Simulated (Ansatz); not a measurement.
The cell is BP in the zincblende structure; cell and atoms were relaxed with r2SCAN. Space group F-43m (No. 216), cubic; conventional cell a = 4.537 Å, 11.67 Å³ an atom. B has 4 P at 1.96 Å; P has 4 B at 1.96 Å.

3 runs of the PAW code Ansatz on this cell differ in the functional (and in the settings that go with it). Levels are in eV from each run's valence top; v1 is the last filled band, c1 the first empty one.

Run A, mean stress -1.4 GPa (compression positive):
```
     point     v2     v1    c1    c2
         Γ   0.00   0.00  5.03  5.03
         X  -4.57  -4.57  2.76  3.11
         U  -6.89  -3.89  3.64  7.79
         L  -1.96  -1.96  5.45  6.43
         W  -6.27  -6.05  7.06  8.49
Γ–X (0.83)  -4.39  -4.39  2.66  3.69
```

Run B, mean stress -1.3 GPa (compression positive):
```
     point     v2     v1    c1    c2
         Γ   0.00   0.00  4.34  4.34
         X  -4.53  -4.53  2.06  2.41
         U  -6.81  -3.85  2.93  7.06
         L  -1.93  -1.93  4.74  5.72
         W  -6.20  -5.98  6.33  7.76
Γ–X (0.83)  -4.34  -4.34  1.96  2.99
```

Run C, mean stress +0.1 GPa (compression positive):
```
     point     v2     v1    c1    c2
         Γ   0.00   0.00  4.10  4.10
         X  -4.32  -4.32  1.95  2.28
         U  -6.52  -3.68  2.79  6.77
         L  -1.85  -1.85  4.50  5.45
         W  -5.95  -5.73  6.08  7.51
Γ–X (0.83)  -4.15  -4.15  1.85  2.85
```

Q: Match the runs to HSE06, DDH-PBE0, PBE0.

A: A is PBE0, B is HSE06, C is DDH-PBE0. In order of the gap: DDH-PBE0 1.85, HSE06 1.96, PBE0 2.66 eV.

Spin-unpolarised throughout; all numbers are computed.

The stress of a hybrid is loosely converged in these runs.

Where an edge lies off the special points, it is a point of the mesh or the k point where a search put PBE's edge or least direct gap, reused for the other functionals, whose own edges may lie a little apart.

The meshes of the hybrids are coarse, so their gaps aren't converged to the digits shown.
